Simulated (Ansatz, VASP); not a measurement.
# TiB2 (TiB2 strained to the junction's net) in two plane-wave programs

One calculation is typed for both programs; each brings its own data sets. How far apart do they land? The structure shown is the end of the Ansatz relaxation below.

Method: plane waves, with VASP 6.6.1 beside it; single point at PBE, in Ansatz 0.2.0.

### 1. Set-up

The structure is hexagonal, space group P6/mmm (No. 191). Conventional cell: a = 3.060 Å, b = 3.060 Å, c = 3.211 Å, α = 90.00°, β = 90.00°, γ = 120.00°. Ti has 12 B at 2.39 Å nearest. Nearest to B lie 3 B at 1.77 Å and 6 Ti at 2.39 Å. Farther neighbours are not listed.

### 2. Ansatz: relaxation, PBE

Ansatz runs on its default PAW (the set named soft_2) files.

This run makes the geometry at which the two programs are then compared.

The input, input.yaml:

```yaml
crystal:
  lattice:
    - [3.06, 0.0, 0.0]
    - [-1.53, 2.6500377356, 0.0]
    - [0.0, 0.0, 3.2076138614]
  atoms:
    - { symbol: Ti, position: [0.0, 0.0, 0.0] }
    - { symbol: B, position: [0.3333333333, 0.6666666667, 0.5] }
    - { symbol: B, position: [0.6666666667, 0.3333333333, 0.5] }
kpoints:
  mp_grid: { grid: [12, 12, 10] }
scf:
  occupations: { method: fermi_dirac, width: 0.1 }
  max_iter: 150
hamiltonian:
  xc: pbe
relax:
  f_tol: 0.01
  max_steps: 40
  cell: { fix: [a, b, angles] }
```

On the command line:

```console
ansatz run input.yaml --threads 4 --pin off --max-ram 12288MiB --backend cpu --events-out ev --progress --plain --runs-dir out
```

Numbers of over 12 decimals in the logs are rounded to 6 here.

The program printed:

```text
Engine: ansatz 0.2.0, aarch64-unknown-linux-gnu
Pseudopotentials: kind: paw
Pseudopotential: Ti, paw, valence charge 12, recommended cutoff 420 eV (normal), Ti.paw.azcp
Pseudopotential: B, paw, valence charge 3, recommended cutoff 420 eV (normal), B.paw.azcp
Functional definition: PBE
  parameter kappa = 0.804
  parameter beta = 0.066725
  exchange = pbe_x(kappa = kappa, mu = beta*pi^2/3)
  correlation = pbe_c(beta = beta)
Crystal: 3 atoms, lattice volume = 26.011 Å³
Basis set: ecut = 420 eV, 503 PW (Γ), exchange–correlation on 48×48×48 points (8 copies of the dense FFT grid, shifted against one another)
Bands: 13, of which v1, the nominal top of the filled ones, is band 9 counted from 1 (8 counted from 0)
Symmetry: 24 space group operations
Space group: P6/mmm (ITA 191), of the structure as read, at distance tolerance 3.0e-5 Å
k-points: 114 of 1440
Non-local potential: Ti, projectors of the file, l = 0: 3, l = 1: 2, l = 2: 3, l = 3: 1
Non-local potential: B, projectors of the file, l = 0: 2, l = 1: 2, l = 2: 1
PAW form: soft (Blöchl's): semilocal exchange-correlation on the pseudo side does not see the compensation charge
PAW one-centre angular grid: Ti, 590 points (default); XC on 64 Gauss nodes
PAW one-centre angular grid: B, 110 points (default); XC on 64 Gauss nodes
Initial density: superposition of atomic densities (neutral atoms: chi_scale 0, normalization atom), corrected by the library's trained network
Initial wavefunctions: pseudopotential atomic-orbital guess
Functional: x = pbe(κ = 0.804, μ = 0.219515), c = pbe(β = 0.066725)
SCF iter   1: F=—  HF=-2814.692419 eV  |F-HF|=—  |Δ(HF+E_count)|=         —  Δρ=3.11e-3  dr2=2.04e-3  ethr=1.77e-3  ⟨swp⟩=4.4  Hψ=7264  notcnv=0
preconditioner: auto → none  [metal: Δε(μ)=0.027 eV  Ē_g=8.049 eV  σ=0.100 eV  W_gap=0.07  n_scr=8 (ndim 8)  ℏωp=23.0 eV  f_vac=0.000  D(μ)=0.38/eV (n_scr^D=0)  sad-step TF]
SCF iter   2: F=—  HF=-2814.691777 eV  |F-HF|=—  |Δ(HF+E_count)|=   6.42e-4  Δρ=1.70e-3  dr2=6.62e-4  ethr=1.13e-5  ⟨swp⟩=1.2  Hψ=2503  notcnv=0
SCF iter   3: F=—  HF=-2814.691650 eV  |F-HF|=—  |Δ(HF+E_count)|=   1.28e-4  Δρ=1.40e-4  dr2=4.95e-6  ethr=3.68e-6  ⟨swp⟩=2.6  Hψ=2147  notcnv=0
SCF iter   4: F=—  HF=-2814.691644 eV  |F-HF|=—  |Δ(HF+E_count)|=   5.62e-6  Δρ=3.08e-5  dr2=2.15e-7  ethr=2.75e-8  ⟨swp⟩=2.8  Hψ=2481  notcnv=0
iter 5 did not close the SCF: its close was put off for the readings that it lacked (scf_convergence_deferred on its scf_iter line)
SCF iter   5: F=-2814.691644 eV  HF=-2814.691644 eV  |F-HF|=1.25e-9  |Δ(HF+E_count)|=   3.15e-8  Δρ=3.75e-6  dr2=3.21e-9  ethr=1.19e-9  ⟨swp⟩=2.9  Hψ=2590  notcnv=0
SCF iter   6: F=-2814.691644 eV  HF=-2814.691644 eV  |F-HF|=8.19e-12  |Δ(HF+E_count)|=  1.86e-10  Δρ=5.58e-7  dr2=5.30e-11  ethr=1.79e-11  ⟨swp⟩=1.7  Hψ=4383  notcnv=0
SCF 1 converged in 6 iterations: F = -2814.691644 eV  dr2 = 5.30e-11
  greatest PAW one-centre occupation: 0.999 electrons in one spin orbital (limit 2), on the Ti atom at site 0 (counted from 0), in its partial waves of l = 0
relax step   1: F+E_penalty+E_count = -2814.69164410 eV  Δ(F+E_penalty+E_count) = +0.000e0 eV  max|allowed force component| = 1.049e-16 eV/Å  Δτ_max = 0.0000 Å  P = -3.728 GPa  Ω = 26.011 Å³  fix = [a, b, alpha, beta, gamma]  reactions: a -5.831, b -5.831 GPa  (6 SCF iters, dr2 threshold 1.00e-7 eV, accepted)
[...]
relax step   2: F+E_penalty+E_count = -2814.69164920 eV  Δ(F+E_penalty+E_count) = -5.098e-6 eV  max|allowed force component| = 1.480e-16 eV/Å  Δτ_max = 0.0000 Å  P = -3.963 GPa  Ω = 26.040 Å³  energy of the carried Pulay correction = -3.684e-5 eV  fix = [a, b, alpha, beta, gamma]  reactions: a -5.937, b -5.937 GPa  (6 SCF iters, dr2 threshold 3.00e-7 eV, accepted)
[...]
relax step   3: F+E_penalty+E_count = -2814.69168267 eV  Δ(F+E_penalty+E_count) = -3.347e-5 eV  max|allowed force component| = 8.635e-17 eV/Å  Δτ_max = 0.0000 Å  P = -3.961 GPa  Ω = 26.040 Å³  fix = [a, b, alpha, beta, gamma]  reactions: a -5.936, b -5.936 GPa  stress off target by 1.23e-2 GPa on what of the cell is left free  SCF on the basis re-selected at this cell (its energy is not comparable with the rows above)  (7 SCF iters)
basis re-selected at this cell: Δ(F+E_penalty+E_count) = -3.347e-5 eV, ΔP = +0.002 GPa vs the last step (what re-selecting the basis moved, of the pressure what is left beyond the Pulay correction that the steps carried, after the strain that the cell walked since its last selection, with what the two solves' SCF thresholds leave and, on support functions, any second-order correction that the steps lacked; it is no m [...]
SCF converged after 7 iterations
Free energy (F): -2814.691683 eV
Harris-Foulkes:  -2814.691683 eV  (|F-HF|=9.09e-13)
Internal energy: -2814.678849 eV  (E = F + TS)
E sigma→0 (E₀):  -2814.685266 eV
Entropy (-TS):   -0.012833 eV (-4.278 meV/atom)
Fermi energy:    14.937106 eV
--- Per-component energies (eV) ---
  E_band       = -97.650993
  E_kinetic    = 374.601070
  E_local      = -796.093443  (includes V_loc(G=0)·N_el)
  E_nonlocal   = 28.670850
  E_hartree    = 336.591105
  E_xc         = -164.671130
  E_vxc        = -202.239444  (∫ρ·V_xc dr)
  E_paw        = -1204.509586  (= ΣΔE_a)
  E_vpaw       = -175.772341  (= ΣTr[D̂ρ^β])
  E_aug_tail   = 0.000104  (compensation charges beyond the density's cutoff)
  E_ewald      = -1389.267820
  E_smearing   = -0.012833  (= −TS)
  E_closure    = 0.000000  (closes the sum)
  Σ components = -2814.691683   (vs F -2814.691683, Δ=0.00e0)
--- Forces (eV/Å), atoms counted from 1 ---
  atom   1  Ti    -0.00000000    -0.00000000     0.00000000
  atom   2  B     -0.00000000    -0.00000000     0.00000000
  atom   3  B     -0.00000000     0.00000000     0.00000000
  max |Σ_I F_I| component: 2.04e-16 eV/Å
--- Stress (GPa, compression-positive) ---
       -5.935599      -0.000000       0.000000
        0.000000      -5.935599       0.000000
        0.000000       0.000000      -0.012292
  P = ⅓ Tr σ = -3.9612 GPa (-39.612 kbar)
--- Relaxed structure (2 steps of the walk, 2 accepted, 1 SCFs on fresh bases) ---
  F+E_penalty+E_count = -2814.69168267 eV   max|allowed force component| = 8.635e-17 eV/Å   (the final SCF, on the basis selected at the relaxed cell)
  cell:  # Å, volume = 26.0399 Å³
    - [3.060000, 0, 0.0]
    - [-1.530000, 2.650038, 0.0]
    - [0.0, 0.0, 3.211194]
  atoms:
    - { symbol: Ti, position: [0, 0.0, 0.0] }
    - { symbol: B, position: [0.333333, 0.666667, 0.5] }
    - { symbol: B, position: [0.666667, 0.333333, 0.5] }
```

In the SCF lines HF is the Harris–Foulkes energy and dr2 the Hartree energy of the density residual, in eV; the loop may stop once dr2 is under the threshold and the program's other checks hold. Hψ counts applications of the Hamiltonian.

### 3. VASP: single point, PBE

The same cell, functional, mesh and smearing now go to VASP, with its own data sets.

Lines of VASP's logs that name or quote its potential files are left out, and so is its time.

The input, INCAR:

```
SYSTEM = TiB2
PREC = Accurate
ENCUT = 500
EDIFF = 1E-06
NELM = 120
ISMEAR = -1
SIGMA = 0.1
LREAL = .FALSE.
ALGO = Normal
GGA = PE
NBANDS = 15
LASPH = .TRUE.
LORBIT = 11
LWAVE = .FALSE.
LCHARG = .FALSE.
ISIF = 2
GGA_COMPAT = .FALSE.
KPAR = 2
```

The input, POSCAR:

```
TiB2
1.0
    3.0600000000      0.0000000000      0.0000000000
   -1.5300000000      2.6500377356      0.0000000000
    0.0000000000      0.0000000000      3.2111938637
Ti B
1 2
Direct
    0.0000000000      0.0000000000      0.0000000000
    0.3333333333      0.6666666667      0.5000000000
    0.6666666667      0.3333333333      0.5000000000
```

The input, KPOINTS:

```
Automatic mesh
0
Gamma
12 12 10
0 0 0
```

Potentials, in the order of the species: Ti_sv and B (PBE family, release 64).

On the command line:

```console
mpirun -np 2 vasp_std
```

The program printed:

```text
[banner, memory and clock lines left out]
running    2 mpi-ranks, on    1 nodes
 distrk:  each k-point on    1 cores,    2 groups
 distr:  one band on    1 cores,    1 groups

 POSCAR found type information on POSCAR TiB
 POSCAR found :  2 types and       3 ions
 LDA part: xc-table for (Slater+PW92), standard interpolation
 POSCAR, INCAR and KPOINTS ok, starting setup
 FFT: planning ... GRIDC
 FFT: planning ... GRID_SOFT
 FFT: planning ... GRID
 WAVECAR not read
 entering main loop
       N       E                     dE             d eps       ncg     rms          rms(c)
DAV:   1     0.123036653735E+03    0.12304E+03   -0.89579E+03  3420   0.133E+03
DAV:   2    -0.216876854643E+02   -0.14472E+03   -0.14009E+03  3714   0.356E+02
DAV:   3    -0.292883977700E+02   -0.76007E+01   -0.75277E+01  4873   0.793E+01
DAV:   4    -0.294734969829E+02   -0.18510E+00   -0.18500E+00  4282   0.113E+01
DAV:   5    -0.294782650756E+02   -0.47681E-02   -0.47680E-02  4984   0.150E+00    0.164E+01
DAV:   6    -0.244316979275E+02    0.50466E+01   -0.21674E+01  4803   0.511E+01    0.372E+00
DAV:   7    -0.244273745585E+02    0.43234E-02   -0.12395E+00  3716   0.128E+01    0.326E+00
DAV:   8    -0.244294828302E+02   -0.21083E-02   -0.90988E-02  5642   0.262E+00    0.818E-01
DAV:   9    -0.244279309487E+02    0.15519E-02   -0.38337E-02  4276   0.260E+00    0.253E-01
DAV:  10    -0.244273653225E+02    0.56563E-03   -0.32443E-03  4379   0.718E-01    0.619E-02
DAV:  11    -0.244273985233E+02   -0.33201E-04   -0.43424E-04  4733   0.243E-01    0.638E-02
DAV:  12    -0.244273715294E+02    0.26994E-04   -0.12441E-04  3899   0.147E-01    0.131E-02
DAV:  13    -0.244273713223E+02    0.20713E-06   -0.50824E-06  4219   0.199E-02
   1 F= -.24427371E+02 E0= -.24420942E+02  d E =-.128588E-01
```

Parts of OUTCAR (step 3):

```text
ion  position               nearest neighbor table
   1  0.000  0.000  0.000-   2 2.39   3 2.39   2 2.39   3 2.39   3 2.39   3 2.39   2 2.39   2 2.39
                             3 2.39   3 2.39   2 2.39   2 2.39
   2  0.333  0.667  0.500-   3 1.77   3 1.77   3 1.77   1 2.39   1 2.39   1 2.39   1 2.39   1 2.39
                             1 2.39
   3  0.667  0.333  0.500-   2 1.77   2 1.77   2 1.77   1 2.39   1 2.39   1 2.39   1 2.39   1 2.39
                             1 2.39

  LATTYP: Found a hexagonal cell.
 ALAT       =     3.0600000000
 C/A-ratio  =     1.0494097594

 Subroutine GETGRP returns: Found 24 space group operations
 (whereof 24 operations were pure point group operations)

The static configuration has the point symmetry D_6h.

 Found    114 irreducible k-points:

   k-points           NKPTS =    114   k-points in BZ     NKDIM =    114   number of bands    NBANDS=     15

   dimension x,y,z NGX =    24 NGY =   24 NGZ =   24
   dimension x,y,z NGXF=    48 NGYF=   48 NGZF=   48

   ENCUT  =  500.0 eV  36.75 Ry    6.06 a.u.   5.58  5.58  5.85*2*pi/ulx,y,z

   NELECT =      18.0000    total number of electrons

 k-points in reciprocal lattice and weights: Automatic mesh
   0.00000000  0.00000000  0.00000000       0.001
   0.08333333  0.00000000  0.00000000       0.004
   0.16666667  0.00000000  0.00000000       0.004
   0.25000000  0.00000000  0.00000000       0.004
   0.33333333  0.00000000  0.00000000       0.004
   0.41666667  0.00000000  0.00000000       0.004
   0.50000000  0.00000000  0.00000000       0.002
   0.08333333  0.08333333  0.00000000       0.004
   0.16666667  0.08333333  0.00000000       0.008
[...]
0.33333333  0.25000000  0.50000000       0.008
   0.33333333  0.33333333  0.50000000       0.001

 average (electrostatic) potential at core
       1 -71.1384       2 -22.5594       3 -22.5594

 E-fermi :   9.8405

 k-point     1 :       0.0000    0.0000    0.0000
  band No.  band energies     occupation
    ...
      5      -3.5647      2.00000
      6       7.1707      2.00000
      7       7.1707      2.00000
      8       7.6937      2.00000
      9       7.8033      2.00000
     10      11.6977      0.00000
     11      11.6977      0.00000
     12      13.5142      0.00000
     13      13.5142      0.00000
     14      15.4220      0.00000
    ...

 k-point     2 :       0.0833    0.0000    0.0000
  band No.  band energies     occupation
    ...
      5      -3.4333      2.00000
      6       6.7906      2.00000
      7       7.1484      2.00000
      8       7.5836      2.00000
      9       7.8632      2.00000
     10      11.6603      0.00000
     11      11.9309      0.00000
     12      12.9818      0.00000
     13      13.0655      0.00000
     14      15.9305      0.00000
    ...

 k-point     3 :       0.1667    0.0000    0.0000
  band No.  band energies     occupation
    ...
      5      -3.0465      2.00000
      6       5.8170      2.00000
      7       7.0694      2.00000
      8       7.3378      2.00000
      9       7.9957      2.00000
     10      11.5596      0.00000
     11      12.2412      0.00000
     12      12.5009      0.00000
     13      12.5256      0.00000
     14      16.5113      0.00000
    ...

  Total       -0.9263790     -0.9263790      0.0411334      0.0000000      0.0000000      0.0000000
  in kB      -56.9979559    -56.9979559      2.5308420      0.0000000      0.0000000      0.0000000
  external PRESSURE =     -37.1550232 kB  Pullay stress =       0.0000000 kB

  energy-cutoff  :      500.00
  volume of cell :       26.04
      direct lattice vectors                 reciprocal lattice vectors
     3.060000000  0.000000000  0.000000000     0.326797386  0.188676559  0.000000000
    -1.530000000  2.650037736  0.000000000     0.000000000  0.377353117  0.000000000
     0.000000000  0.000000000  3.211193864     0.000000000  0.000000000  0.311410660

 POSITION                                       TOTAL-FORCE (eV/Angst)
 -----------------------------------------------------------------------------------
      0.00000      0.00000      0.00000        -0.000000     -0.000000      0.000000
     -0.00000      1.76669      1.60560        -0.000000      0.000000     -0.000000
      1.53000      0.88335      1.60560         0.000000      0.000000      0.000000
 -----------------------------------------------------------------------------------
    total drift:                               -0.000000      0.000000      0.000000

  FREE ENERGIE OF THE ION-ELECTRON SYSTEM (eV)
  ---------------------------------------------------
  free  energy   TOTEN  =       -24.4273713223 eV

  energy  without entropy=      -24.4145125289  energy(sigma->0) =      -24.42094193

 total charge
# of ion       s       p       d       tot
------------------------------------------
    1        2.173   6.204   2.023  10.400
    2        0.680   1.303   0.000   1.984
    3        0.680   1.303   0.000   1.984
--------------------------------------------------
tot          3.534   8.810   2.023  14.367

[... 3 further parts left out ...]
```

The run ends at a pressure of -3.72 GPa.

### 4. Comparison

Known differences besides the potentials themselves: the cutoff is 420 eV in Ansatz and 500 eV in VASP; Ansatz's pressure holds a Pulay correction, VASP's none. Total energies have different zeros and are not compared.

The two programs side by side:

| quantity | Ansatz | VASP | difference |
| --- | --- | --- | --- |
| pressure (GPa) | -3.96 | -3.72 | -0.25 |

### 5. Results

* difference in pressure (single point, PBE): -0.25 GPa

**Reading.** The difference in pressure is -0.25 GPa (single point, PBE), within the 1 GPa picked in this series as the mark of a large difference. How closely two codes agree says nothing of how well the functional describes the real material.

[Lines on the potential files, build, host, timing and source positions are cut from VASP's logs without a mark.]

[Logs are printed without paths, hosts, clocks, repeated set-up lines and the standing remarks that a program may print on its own settings, such as how far it seeks lower states.]

[Hosts, paths, dates, database ids (printed as entryN), source tags and the programs' standing remarks are cut or masked in the printed files.]
